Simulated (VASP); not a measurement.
# RbBr (Fm-3m) in VASP: notebook

The runs below take RbBr through relaxation of the atoms, relaxation of cell and atoms, with PBE+D3(BJ), PBE.

All numbers are computed with VASP 6.6.1; they aren't measurements. Logs are shortened: lines on timing, memory, paths and dates and some standing lists are left out, and cuts for length are marked.

**1. The structure**

Symmetry: Fm-3m, No. 225, cubic system. Conventional cell: a = 6.854 Å, b = 6.854 Å, c = 6.854 Å, α = 90.00°, β = 90.00°, γ = 90.00°. Around Rb (site symmetry m-3m) lie 6 Br at 3.43 Å. Around Br (site symmetry m-3m) lie 6 Rb at 3.43 Å.

**2. Relaxation of the atoms, PBE+D3(BJ) (a relaxed cell with its volume scaled by 1.02)**

The input, INCAR:

```
SYSTEM = RbBr
PREC = Accurate
ENCUT = 600
EDIFF = 1E-7
ISMEAR = 0
SIGMA = 0.03
LREAL = .FALSE.
LASPH = .TRUE.
NELM = 80
ALGO = Fast
ISIF = 2
LWAVE = .FALSE.
LCHARG = .FALSE.
GGA = PE
IVDW = 12
IBRION = 2
NSW = 40
EDIFFG = -0.01
```

The input, KPOINTS:

```
Automatic mesh
0
G
  8 8 8
  0 0 0
```

The input, POSCAR:

```
RbBr                                    
1.0
    0.0000000000      3.4683648784      3.4683648784
    3.4683648784      0.0000000000      3.4683648784
    3.4683648784      3.4683648784      0.0000000000
  Rb              Br            
     1     1
Direct
     0.0000000000000000    0.0000000000000000    0.0000000000000000
     0.5000000000000000    0.5000000000000000    0.5000000000000000
```

Potentials or basis: VASP PAW PBE potentials, release 64 (Rb_sv, Br).

Launch:

```
> cat potpaw_PBE.64/Rb_sv/POTCAR potpaw_PBE.64/Br/POTCAR > POTCAR
> mpirun -np 1 vasp_std > vasp.out
```

OUTCAR:

```text
SYSTEM = RbBr
   PREC = Accurate
   ENCUT = 600
   EDIFF = 1E-7
   ISMEAR = 0
   LREAL = .FALSE.
   LASPH = .TRUE.
   NELM = 80
   ISIF = 2
   GGA = PE
   IVDW = 12
   IBRION = 2
   NSW = 40
   EDIFFG = -0.01
 IVDW          = 12

 ion  position               nearest neighbor table
   1  0.000  0.000  0.000-   2 3.47   2 3.47   2 3.47   2 3.47   2 3.47   2 3.47
   2  0.500  0.500  0.500-   1 3.47   1 3.47   1 3.47   1 3.47   1 3.47   1 3.47

  LATTYP: Found a face centered cubic cell.
 ALAT       =     6.9367297568

  Lattice vectors:

 A1 = (   0.0000000000,   3.4683648784,   3.4683648784)
 A2 = (   3.4683648784,   0.0000000000,   3.4683648784)
 A3 = (   3.4683648784,   3.4683648784,   0.0000000000)

Analysis of symmetry for initial positions (statically):
=====================================================================
 Subroutine PRICEL returns:
 Original cell was already a primitive cell.

 Routine SETGRP: Setting up the symmetry group for a
 face centered cubic supercell.

 Subroutine GETGRP returns: Found 48 space group operations
 (whereof 48 operations were pure point group operations)
 out of a pool of 48 trial point group operations.

The static configuration has the point symmetry O_h .

Analysis of symmetry for dynamics (positions and initial velocities):
=====================================================================
 Subroutine PRICEL returns:
 Original cell was already a primitive cell.

 Routine SETGRP: Setting up the symmetry group for a
 face centered cubic supercell.

 Subroutine GETGRP returns: Found 48 space group operations
 (whereof 48 operations were pure point group operations)
 out of a pool of 48 trial point group operations.

The dynamic configuration has the point symmetry O_h .

 Subroutine INISYM returns: Found 48 space group operations
 (whereof 48 operations are pure point group operations),
 and found     1 'primitive' translations

----------------------------------------------------------------------------------------

                                     Primitive cell

  volume of cell :      83.4458

  direct lattice vectors                    reciprocal lattice vectors
     0.000000000  3.468364878  3.468364878    -0.144160150  0.144160150  0.144160150
     3.468364878  0.000000000  3.468364878     0.144160150 -0.144160150  0.144160150
     3.468364878  3.468364878  0.000000000     0.144160150  0.144160150 -0.144160150

  length of vectors
     4.905008650  4.905008650  4.905008650     0.249692704  0.249692704  0.249692704

  position of ions in fractional coordinates (direct lattice)
     0.000000000  0.000000000  0.000000000
     0.500000000  0.500000000  0.500000000

  ion indices of the primitive-cell ions
   primitive index   ion index
                 1           1
                 2           2

----------------------------------------------------------------------------------------

 KPOINTS: Automatic mesh

Automatic generation of k-mesh.
 Grid dimensions read from file:
 generate k-points for:    8    8    8

 Generating k-lattice:

  Cartesian coordinates                     Fractional coordinates (reciprocal lattice)
    -0.018020019  0.018020019  0.018020019     0.125000000  0.000000000  0.000000000
     0.018020019 -0.018020019  0.018020019     0.000000000  0.125000000  0.000000000
     0.018020019  0.018020019 -0.018020019     0.000000000  0.000000000  0.125000000

  Length of vectors
     0.031211588  0.031211588  0.031211588

  Shift w.r.t. Gamma in fractional coordinates (k-lattice)
     0.000000000  0.000000000  0.000000000

 Subroutine IBZKPT returns following result:
 ===========================================

 Found     29 irreducible k-points:

 Following reciprocal coordinates:
            Coordinates               Weight
  0.000000  0.000000  0.000000      1.000000
  0.125000  0.000000  0.000000      8.000000
  0.250000  0.000000  0.000000      8.000000
  0.375000  0.000000  0.000000      8.000000
  0.500000  0.000000  0.000000      4.000000
  0.125000  0.125000  0.000000      6.000000
[... 16 lines left out ...]
  0.500000  0.250000  0.125000     48.000000
 -0.375000  0.250000  0.125000     24.000000
 [... further k-points ...]
   k-points           NKPTS =     29   k-points in BZ     NKDIM =     29   number of bands    NBANDS=     12
   number of dos      NEDOS =    301   number of ions     NIONS =      2
   total plane-waves  NPLWV =  64000
   dimension x,y,z NGX =    40 NGY =   40 NGZ =   40
   dimension x,y,z NGXF=    80 NGYF=   80 NGZF=   80
   ions per type =               1   1
   NGX,Y,Z   is equivalent  to a cutoff of  13.56, 13.56, 13.56 a.u.
   NGXF,Y,Z  is equivalent  to a cutoff of  27.11, 27.11, 27.11 a.u.
 SYSTEM =  RbBr
   PREC   = accura    normal or accurate (medium, high low for compatibility)
   ISTART =      0    job   : 0-new  1-cont  2-samecut
   ICHARG =      2    charge: 1-file 2-atom 10-const
   ISPIN  =      1    spin polarized calculation?
[... 28 lines left out ...]
  Thomas-Fermi vector in A             =   2.071781
   LORBIT       =      0    0 simple, 1 ext, 2 COOP (PROOUT), +10 PAW based schemes
   GGA     = PE    functional components
   LHFCALC =     F    Hartree Fock is set to
   AEXX    =    0.0000 exact exchange contribution
   IVDW    =    12    specifies the selected vdW correction
   LEPSILON=     F    determine dielectric tensor
   LRPA    =     F    only Hartree local field effects (RPA)
 conjugate gradient relaxation of ions
 non-spin polarized calculation
 RMM-DIIS sequential band-by-band and
 Gauss-broadening in eV      SIGMA  =   0.03
  energy-cutoff  :      600.00
  volume of cell :       83.45
 maximum number of plane-waves:      2797
   NGX = 19   NGY = 19   NGZ = 19

 number of electron      15.9999999 magnetization

 Free energy of the ion-electron system (eV)
  ---------------------------------------------------
  ext. energy  EPLUGINS =         0.00000000
  ---------------------------------------------------
  free energy    TOTEN  =        -6.11098110 eV

  energy without entropy =       -6.11098110  energy(sigma->0) =       -6.11098110

 E-fermi :  -1.7409     XC(G=0):  -7.0921

 val. band max:       -1.8850043887   @ k =   0.0000   0.0000   0.0000
 cond. band min:       2.3885159614   @ k =   0.0000   0.0000   0.0000
 fundamental gap:      4.2735203501
 Fermi energy:        -1.7408630394

 k-point     1 :       0.0000    0.0000    0.0000
  band No.  band energies     occupation
      1     -26.3759      2.00000
      2     -14.0315      2.00000
      3     -10.4497      2.00000
      4     -10.4497      2.00000
      5     -10.4497      2.00000
      6      -1.8850      2.00000
      7      -1.8850      2.00000
      8      -1.8850      2.00000
      9       2.3885      0.00000
     10       5.3826      0.00000
     11       5.3826      0.00000
     12       5.3827      0.00000

 k-point     2 :       0.1250    0.0000    0.0000
  band No.  band energies     occupation
      1     -26.3748      2.00000
      2     -14.0366      2.00000
      3     -10.4508      2.00000
      4     -10.4508      2.00000
      5     -10.4441      2.00000
      6      -2.0583      2.00000
      7      -1.9360      2.00000
      8      -1.9360      2.00000
      9       2.7512      0.00000
     10       5.2854      0.00000
     11       5.5624      0.00000
     12       5.5625      0.00000

 k-point     3 :       0.2500    0.0000    0.0000
  band No.  band energies     occupation
      1     -26.3720      2.00000
      2     -14.0489      2.00000
      3     -10.4533      2.00000
      4     -10.4533      2.00000
      5     -10.4305      2.00000
      6      -2.4110      2.00000
      7      -2.0539      2.00000
      8      -2.0539      2.00000
      9       3.6170      0.00000
     10       5.2318      0.00000
     11       6.0795      0.00000
     12       6.0795      0.00000
[... 286 lines left out ...]
 k-point    23 :       0.5000    0.2500    0.1250
  band No.  band energies     occupation
      1     -26.3679      2.00000
      2     -14.0374      2.00000
      3     -10.5087      2.00000
      4     -10.4803      2.00000
      5     -10.4376      2.00000
      6      -2.5880      2.00000
      7      -2.1942      2.00000
      8      -2.1273      2.00000
      9       4.7507      0.00000
     10       5.0364      0.00000
     11       6.9149      0.00000
     12       7.1744      0.00000

 k-point    24 :      -0.3750    0.2500    0.1250
  band No.  band energies     occupation
      1     -26.3670      2.00000
      2     -14.0365      2.00000
      3     -10.5090      2.00000
      4     -10.4969      2.00000
      5     -10.4346      2.00000
      6      -2.6071      2.00000
      7      -2.2175      2.00000
      8      -2.1922      2.00000
      9       5.0164      0.00000
     10       5.4512      0.00000
     11       6.8312      0.00000
     12       6.9796      0.00000

 [... further k-points ...]

------------------------ aborting loop because EDIFF is reached ----------------------------------------

 Edisp (eV)   -0.37657

 E8    (eV) :    -0.1846

  FORCE on cell =-STRESS in cart. coord.  units (eV):
  Direction    XX          YY          ZZ          XY          YZ          ZX
  --------------------------------------------------------------------------------------
  -------------------------------------------------------------------------------------
  Total      -0.13743    -0.13743    -0.13743     0.00000     0.00000     0.00000
  in kB      -2.63867    -2.63867    -2.63867     0.00000     0.00000     0.00000
  external pressure =       -2.64 kB  Pullay stress =        0.00 kB

 VOLUME and BASIS-vectors are now :
 -----------------------------------------------------------------------------
  energy-cutoff  :      600.00
  volume of cell :       83.45
      direct lattice vectors                 reciprocal lattice vectors
     0.000000000  3.468364878  3.468364878    -0.144160150  0.144160150  0.144160150
     3.468364878  0.000000000  3.468364878     0.144160150 -0.144160150  0.144160150
     3.468364878  3.468364878  0.000000000     0.144160150  0.144160150 -0.144160150

 POSITION                                       TOTAL-FORCE (eV/Angst)
 -----------------------------------------------------------------------------------
      0.00000      0.00000      0.00000         0.000000      0.000000      0.000000
      3.46836      3.46836      3.46836        -0.000000      0.000000     -0.000000
 -----------------------------------------------------------------------------------
    total drift:                                0.000000     -0.000000     -0.000000

  FREE ENERGIE OF THE ION-ELECTRON SYSTEM (eV)
  ---------------------------------------------------
  free  energy   TOTEN  =        -6.4875502382 eV

  energy  without entropy=       -6.4875502382  energy(sigma->0) =       -6.48755024

 reached required accuracy - stopping structural energy minimisation
```

Run time: 41 s. Hardware: 1 thread of Intel Xeon Platinum 8375C at 2.90GHz (Ice Lake), shared host; peak memory 0.25 GiB.

What came out:

- Free energy: -6.4876 eV
- Pressure after relaxing: -0.3 GPa
- Band gap on the k mesh: 4.27 eV, direct
- Dispersion energy per atom: -0.188 eV

Final structure:
```xyz
2
Lattice="0.0000 3.4684 3.4684 3.4684 0.0000 3.4684 3.4684 3.4684 0.0000" Properties=species:S:1:pos:R:3 pbc="T T T"
Rb    0.0000    0.0000    0.0000
Br    3.4684    3.4684    3.4684
```

Caveat: the relaxation stopped at its first step, so nothing moved.

**3. Relaxation of the atoms, PBE+D3(BJ) (a relaxed cell with its volume scaled by 1.04)**

INCAR is that of step 2.

KPOINTS is that of step 2.

The input, POSCAR:

```
RbBr                                    
1.0
    0.0000000000      3.4908873594      3.4908873594
    3.4908873594      0.0000000000      3.4908873594
    3.4908873594      3.4908873594      0.0000000000
  Rb              Br            
     1     1
Direct
     0.0000000000000000    0.0000000000000000    0.0000000000000000
     0.5000000000000000    0.5000000000000000    0.5000000000000000
```

Potentials or basis: VASP PAW PBE potentials, release 64 (Rb_sv, Br).

Launch:

```
> cat potpaw_PBE.64/Rb_sv/POTCAR potpaw_PBE.64/Br/POTCAR > POTCAR
> mpirun -np 1 vasp_std > vasp.out
```

It took 41 s on 1 thread of Intel Xeon Platinum 8375C at 2.90GHz (Ice Lake), shared host; peak memory 0.26 GiB.

It converged, with:

```yaml
Free_energy: -6.4837 eV
Pressure_after_relaxing: -0.5 GPa
Band_gap_on_the_k_mesh: 4.23 eV, direct
Dispersion_energy_per_atom: -0.185 eV
```

Final structure:
```yaml
crystal:
  lattice:
    - [0.00000, 3.49089, 3.49089]
    - [3.49089, 0.00000, 3.49089]
    - [3.49089, 3.49089, 0.00000]
  atoms:
    - { symbol: Rb, position: [0.00000, 0.00000, 0.00000] }
    - { symbol: Br, position: [0.50000, 0.50000, 0.50000] }
```

Levels at points of the mesh, in eV from the valence-band top:
```csv
k point,band 5,band 6,band 7,band 8,band 9,band 10,band 11,band 12
"(0.00, 0.00, 0.00)",-8.61,0.00,0.00,0.00,4.23,7.26,7.26,7.26
"(0.50, 0.00, 0.00)",-8.57,-0.90,-0.31,-0.31,6.67,7.52,9.32,9.42
"(0.50, 0.50, 0.00)",-8.66,-0.46,-0.16,-0.16,5.66,6.92,8.92,9.12
```

Caveat: the relaxation stopped at its first step, so nothing moved.

**4. Relaxation of the atoms, PBE+D3(BJ) (a relaxed cell with its volume scaled by 1.06)**

INCAR is that of step 3.

KPOINTS is that of step 3.

The input, POSCAR:

```
RbBr                                    
1.0
    0.0000000000      3.5131229102      3.5131229102
    3.5131229102      0.0000000000      3.5131229102
    3.5131229102      3.5131229102      0.0000000000
  Rb              Br            
     1     1
Direct
     0.0000000000000000    0.0000000000000000    0.0000000000000000
     0.5000000000000000    0.5000000000000000    0.5000000000000000
```

Launch:

```
> cat potpaw_PBE.64/Rb_sv/POTCAR potpaw_PBE.64/Br/POTCAR > POTCAR
> mpirun -np 1 vasp_std > vasp.out
```

Run time: 42 s. Hardware: 1 thread of Intel Xeon Platinum 8375C at 2.90GHz (Ice Lake), shared host; peak memory 0.26 GiB.

The run converged. Its results:

```
Free energy                : -6.4775 eV
Pressure after relaxing    : -0.7 GPa
Band gap on the k mesh     : 4.18 eV, direct
Dispersion energy per atom : -0.181 eV
```

Final structure:
```xyz
2
Lattice="0.0000 3.5131 3.5131 3.5131 0.0000 3.5131 3.5131 3.5131 0.0000" Properties=species:S:1:pos:R:3 pbc="T T T"
Rb    0.0000    0.0000    0.0000
Br    3.5131    3.5131    3.5131
```

Levels at points of the mesh, in eV from the valence-band top:
```csv
k point,band 6,band 7,band 8,band 9,band 10,band 11
"(0.00, 0.00, 0.00)",0.00,0.00,0.00,4.18,7.25,7.25
"(0.50, 0.00, 0.00)",-0.87,-0.29,-0.29,6.62,7.45,9.26
"(0.50, 0.50, 0.00)",-0.45,-0.15,-0.15,5.67,6.85,8.82
```

Caveat: the relaxation stopped at its first step, so nothing moved. A k mesh can miss the band edges.

**5. Relaxation of cell and atoms, PBE**

The input, INCAR:

```
SYSTEM = RbBr
PREC = Accurate
ENCUT = 600
EDIFF = 1E-6
ISMEAR = 0
SIGMA = 0.03
LREAL = .FALSE.
LASPH = .TRUE.
NELM = 80
ALGO = Normal
ISIF = 3
LWAVE = .FALSE.
LCHARG = .FALSE.
GGA = PE
IBRION = 2
NSW = 90
EDIFFG = -0.01
```

KPOINTS is that of step 4.

The input, POSCAR:

```
RbBr
1.0
    0.0000000000      3.4270000000      3.4270000000
    3.4270000000      0.0000000000      3.4270000000
    3.4270000000      3.4270000000      0.0000000000
Rb Br
1 1
Direct
    0.0000000000      0.0000000000      0.0000000000
    0.5000000000      0.5000000000      0.5000000000
```

Launch:

```
> cat potpaw_PBE.64/Rb_sv/POTCAR potpaw_PBE.64/Br/POTCAR > POTCAR
> mpirun -np 1 vasp_std > vasp.out
```

It took 49 s on 1 thread of Intel Xeon 6975P-C (Granite Rapids), shared host; peak memory 0.26 GiB.

It converged, with:

```yaml
Free_energy: -6.1154 eV
Relaxed_volume: 43.39 Å³/atom
Relaxed_cell: a = 4.969 Å, b = 4.969 Å, c = 4.969 Å, α = 60.00°, β = 60.00°, γ = 60.00°
Space_group_after_relaxing_to_0.05_Å: Fm-3m (No. 225)
Energy_gained_by_relaxing: 9.1 meV/atom
Ionic_steps: 4
Pressure_after_relaxing: 0.0 GPa
Band_gap_on_the_k_mesh: 4.18 eV, direct
```

The path:
| step | energy change (eV) | largest force (eV/Å) | pressure (GPa) | volume (Å³) |
| --- | --- | --- | --- | --- |
| 1 | 0.0000 | 0.0000 | 1.03 | 80.50 |
| 2 | -0.0140 | 0.0000 | 0.47 | 83.54 |
| 3 | -0.0150 | 0.0000 | -0.35 | 89.38 |
| 4 | -0.0182 | 0.0000 | -0.03 | 86.77 |

Final structure:
```
CELL_PARAMETERS angstrom
0.00000 3.51385 3.51385
3.51385 0.00000 3.51385
3.51385 3.51385 0.00000
ATOMIC_POSITIONS crystal
Rb 0.00000 0.00000 0.00000
Br 0.50000 0.50000 0.50000
```

Levels at points of the mesh, in eV from the valence-band top:
```
           k point  band 5  band 6  band 7  band 8  band 9  band 10  band 11  band 12
(0.00, 0.00, 0.00)   -8.65    0.00    0.00    0.00    4.18     7.25     7.25     7.25
(0.50, 0.00, 0.00)   -8.62   -0.87   -0.29   -0.29    6.62     7.45     9.26     9.26
(0.50, 0.50, 0.00)   -8.70   -0.45   -0.15   -0.15    5.67     6.85     8.82     9.05
```

A k mesh can miss the band edges. Zero-point motion and thermal expansion aren't in these numbers.

**6. Relaxation of cell and atoms, PBE**

This run uses another cell than the first one, of 43.39 Å³/atom, 1.078 times its volume.

INCAR, as its differences from that of step 5:

```diff
@@ -3,3 +3,3 @@
 ENCUT = 600
-EDIFF = 1E-6
+EDIFF = 1E-7
 ISMEAR = 0
@@ -16,2 +16,2 @@
 NSW = 90
-EDIFFG = -0.01
+EDIFFG = -0.005
```

KPOINTS is that of step 5.

The input, POSCAR:

```
RbBr                                    
1.0
    0.0000000000      3.5138479304      3.5138479304
    3.5138479304      0.0000000000      3.5138479304
    3.5138479304      3.5138479304     -0.0000000000
  Rb              Br            
     1     1
Direct
     0.0000000000000000    0.0000000000000000    0.0000000000000000
     0.5000000000000000    0.5000000000000000    0.5000000000000000
```

Potentials or basis: VASP PAW PBE potentials, release 64 (Rb_sv, Br).

Launch:

```
> cat potpaw_PBE.64/Rb_sv/POTCAR potpaw_PBE.64/Br/POTCAR > POTCAR
> mpirun -np 1 vasp_std > vasp.out
```

It took 28 s on 1 thread of Intel Xeon 6975P-C (Granite Rapids), shared host; peak memory 0.27 GiB.

Results (log left out):

```yaml
Free_energy: -6.1155 eV
Relaxed_volume: 43.34 Å³/atom
Relaxed_cell: a = 4.967 Å, b = 4.967 Å, c = 4.967 Å, α = 60.00°, β = 60.00°, γ = 60.00°
Space_group_after_relaxing_to_0.05_Å: Fm-3m (No. 225)
Energy_gained_by_relaxing: 0.0 meV/atom
Ionic_steps: 2
Pressure_after_relaxing: 0.0 GPa
Band_gap_on_the_k_mesh: 4.18 eV, direct
```

Final structure:
```yaml
crystal:
  lattice:
    - [0.00000, 3.51255, 3.51255]
    - [3.51255, 0.00000, 3.51255]
    - [3.51255, 3.51255, 0.00000]
  atoms:
    - { symbol: Rb, position: [0.00000, 0.00000, 0.00000] }
    - { symbol: Br, position: [0.50000, 0.50000, 0.50000] }
```

Levels at points of the mesh, in eV from the valence-band top:
```
           k point  band 4  band 5  band 6  band 7  band 8  band 9  band 10  band 11  band 12
(0.00, 0.00, 0.00)   -8.65   -8.65    0.00    0.00    0.00    4.18     7.25     7.25     7.25
(0.50, 0.00, 0.00)   -8.65   -8.62   -0.87   -0.29   -0.29    6.62     7.45     9.26     9.26
(0.50, 0.50, 0.00)   -8.70   -8.70   -0.45   -0.15   -0.15    5.67     6.85     8.83     9.06
```

A k mesh can miss the band edges. A hybrid or GW would open this gap; PBE tends to underestimate it.

**7. The runs side by side**

```csv
task,level,cell,gap on the mesh (eV),pressure (GPa)
relaxation of the atoms,PBE+D3(BJ),atoms relaxed from: a relaxed cell with its volume scaled by 1.02,4.27,-0.3
relaxation of the atoms,PBE+D3(BJ),atoms relaxed from: a relaxed cell with its volume scaled by 1.04,4.23,-0.5
relaxation of the atoms,PBE+D3(BJ),atoms relaxed from: a relaxed cell with its volume scaled by 1.06,4.18,-0.7
relaxation of cell and atoms,PBE,relaxed,4.18,0.0
```

Alike in all rows: potentials or basis VASP PAW PBE potentials, release 64 (Rb_sv, Br); no spin polarisation; k mesh 8 × 8 × 8; cutoff (eV) 600; smearing gaussian 0.03 eV.

Caveats: the relaxation stopped at its first step, so nothing moved (some runs).

Absolute energies hang on the potentials; compare differences alone.
